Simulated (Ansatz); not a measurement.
# SrO (rocksalt): other levels of theory at one geometry

Aim: keep the cell of SrO (rocksalt) fixed and change the level of theory, to see how the gap and the pressure move.

Computed with Ansatz 0.2.0 (DFT at several levels, plane waves, PAW, unless a step's input says otherwise).

1 further run of the same task is left out (it didn't finish). Runs told in other sessions of the task aren't counted.

### 1 Starting point

The structure is cubic, space group Fm-3m (No. 225). Conventional cell: a = 5.195 Å, b = 5.195 Å, c = 5.195 Å, α = 90.00°, β = 90.00°, γ = 90.00°. Sr (site symmetry m-3m) is surrounded by 6 O at 2.60 Å. Around O (site symmetry m-3m) lie 6 Sr at 2.60 Å.

As a file:

```
CELL_PARAMETERS angstrom
0.00000 2.59751 2.59751
2.59751 0.00000 2.59751
2.59751 2.59751 0.00000
ATOMIC_POSITIONS crystal
Sr 0.50000 0.50000 0.50000
O 0.00000 0.00000 0.00000
```

An earlier run at PBE left this cell at 17.526 Å³/atom and 0.00 GPa (12×12×12 mesh), mesh gap 3.33 eV.

Levels to run: PBE+SOC; r²SCAN; PBEsol; LDA; HSE06. Hardware: 2 threads of Arm Neoverse V1, shared host.

### 2 PBE+SOC

input.yaml

```yaml
crystal:
  lattice:
    - [0.0, 2.5975128988, 2.5975128988]
    - [2.5975128988, 0.0, 2.5975128988]
    - [2.5975128988, 2.5975128988, 0.0]
  atoms:
    - { symbol: Sr, position: [0.5, 0.5, 0.5] }
    - { symbol: O, position: [0.0, 0.0, 0.0] }
basis:
  ecutwfc: 420
  ecutrho_ratio: 4
kpoints:
  mp_grid: { grid: [12, 12, 12] }
hamiltonian:
  xc: pbe
scf:
  occupations: { method: gaussian, width: 0.05 }
output:
  forces: true
  stress: true
  eigenvalues: true
  populations: true
  dos: { projected: true, de: 0.02 }
  write_density: true
  write_potential: true
  elf: true
  volumetric_format: npy
magnetization:
  noncollinear: true
  spin_orbit: true
```

Started as:

```console
ansatz run input.yaml --threads 2 --pin off --max-ram 2662MiB --backend cpu --events-out ev --progress --plain --runs-dir out
```

After this run come: r²SCAN; PBEsol; LDA; HSE06.

Q: Predict the outcome of this session. Wanted: for each run, gap less HSE06's; pressure.

As calculated:

| level | mesh | gap on the mesh (eV) | gap less HSE06's (eV) | pressure (GPa) | time |
| --- | --- | --- | --- | --- | --- |
| PBE | 12×12×12 | 3.33 | -1.47 | 0.0 | 8 s* |
| LDA | 12×12×12 | 3.18 | -1.62 | -6.7 | 1.3 s |
| PBEsol | 12×12×12 | 3.22 | -1.57 | -3.6 | 1.4 s |
| PBE+SOC | 12×12×12 | 3.31 | -1.49 | 0.0 | 9 s* |
| r²SCAN | 12×12×12 | 3.81 | -0.99 | -1.8 | 3.2 s |
| HSE06 | 6×6×6 | 4.80 | 0 | -2.1 | 9.9 s |

Times are on 2 threads of Arm Neoverse V1, shared host. * Includes bands or densities of states.

The pressure runs from -6.7 GPa (LDA) to 0.0 GPa (PBE); a negative pressure means that level wants a smaller cell, a positive one a larger cell. The gap is widest with HSE06 (4.80 eV) and narrowest with LDA (3.18 eV). Spin–orbit coupling alone moves the gap by -0.02 eV. Taking HSE06 as the top rung, r²SCAN comes nearest in gap (-0.99 eV) at 6.2 s of CPU time against 18 s; the meshes differ, and the hybrid has no spin–orbit coupling. Total energies of different levels have different zeros and can't be compared.
